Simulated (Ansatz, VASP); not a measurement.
Given: the input of a run of VASP 6.6.1 on C. 

File INCAR:

```
PREC = Accurate ; ENCUT = 600
EDIFF = 1E-7 ; ISMEAR = -1
SIGMA = 0.05 ; LREAL = F
LASPH = T ; NELM = 100
ALGO = Normal ; ISIF = 3
LWAVE = F ; LCHARG = F
GGA = RP ; IBRION = 2
NSW = 40 ; EDIFFG = -0.01
```

KPOINTS

```
regular mesh
0
Gamma
  13 13 13
```

File POSCAR:

```
C
1.0
    0.0000000000      1.7833700000      1.7833700000
    1.7833700000      0.0000000000      1.7833700000
    1.7833700000      1.7833700000      0.0000000000
C
2
Direct
    0.7500000000      0.7500000000      0.7500000000
    0.5000000000      0.5000000000      0.5000000000
```

Potentials or basis: VASP PAW PBE potentials, release 64 (C).

The run is started by

```console
$ cat potpaw_PBE.64/C/POTCAR > POTCAR
$ mpirun -np 1 vasp_std > vasp.out
```

Q: Translate it to Ansatz 0.2.0. Potentials or basis there: all-electron LAPW, scalar-relativistic.

A: As run (cutoffs and basis follow the program's own potentials, and thresholds, step limits or extra output files can differ):

Contents of input.yaml:

```yaml
crystal:
  lattice:
    - [0.0, 1.78337, 1.78337]
    - [1.78337, 0.0, 1.78337]
    - [1.78337, 1.78337, 0.0]
  atoms:
    - { symbol: C, position: [0.75, 0.75, 0.75] }
    - { symbol: C, position: [0.5, 0.5, 0.5] }
kpoints:
  mp_grid: { grid: [13, 13, 13] }
scf:
  occupations: { method: fermi_dirac, width: 0.05 }
hamiltonian:
  xc: rpbe
  pseudopotentials: { kind: all_electron, lapw: { basis_error: 0.001 } }
output:
  forces: true
  stress: true
relax:
  f_tol: 0.02
  max_steps: 60
  cell: {}
```

Potentials or basis: all-electron LAPW, scalar-relativistic.

The run is started by

```sh
$ ansatz run input.yaml --threads 1 --pin off --max-ram 3072MiB --backend cpu --events-out ev --progress --plain --runs-dir out
```

Both were run:

|  | VASP | Ansatz |
| --- | --- | --- |
| Relaxed volume | 5.77 Å³/atom | 5.78 Å³/atom |
| Relaxed cell | a = 2.537 Å, b = 2.537 Å, c = 2.537 Å, α = 60.00°, β = 60.00°, γ = 60.00° | a = 2.537 Å, b = 2.537 Å, c = 2.537 Å, α = 60.00°, β = 60.00°, γ = 60.00° |
| Space group after relaxing | Fd-3m (No. 227) | Fd-3m (No. 227) |
| Pressure after relaxing | 0.0 GPa | 0.0 GPa |

VASP's potentials were made for PBE.

Where Ansatz's input types no cutoff or centring, it takes its own default and a Γ-centred mesh.

Pressure is positive in compression.
